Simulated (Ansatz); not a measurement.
**MgS: relaxed-ion elastic tensor**

Method: Ansatz 0.2.0, DFT PBE, scalar-relativistic, plane waves, PAW. Plane waves to 420 eV; Γ-centred k mesh 8×8×8; fixed occupations. No spin polarisation.

Equilibrium structure at this level:
```yaml
crystal:
  lattice:
    - [0.00000, 2.61501, 2.61501]
    - [2.61501, 0.00000, 2.61501]
    - [2.61501, 2.61501, 0.00000]
  atoms:
    - { symbol: Mg, position: [0.00000, 0.00000, 0.00000] }
    - { symbol: S, position: [0.50000, 0.50000, 0.50000] }
```

The cell has the rock salt type, in a space group that the Crystallography Open Database lists for this formula; it was reached from a generator's guess.

Task: Give the relaxed-ion elastic constants (GPa, Voigt order xx yy zz yz xz xy, on the Cartesian axes of the cell above).

Result:
C11 = 138.6, C12 = 41.6, C13 = 41.6, C22 = 138.6, C23 = 41.6, C33 = 138.6, C44 = 54.0, C55 = 54.0, C66 = 54.0 GPa; the others vanish.

Task: Is the crystal stable against homogeneous strain?

Result: Yes: the least eigenvalue of the tensor is 53.9 GPa.

Task: And the moduli of a polycrystal (Hill averages)?

Result: B = 74 GPa, G = 52 GPa, E = 126 GPa, ν = 0.22.
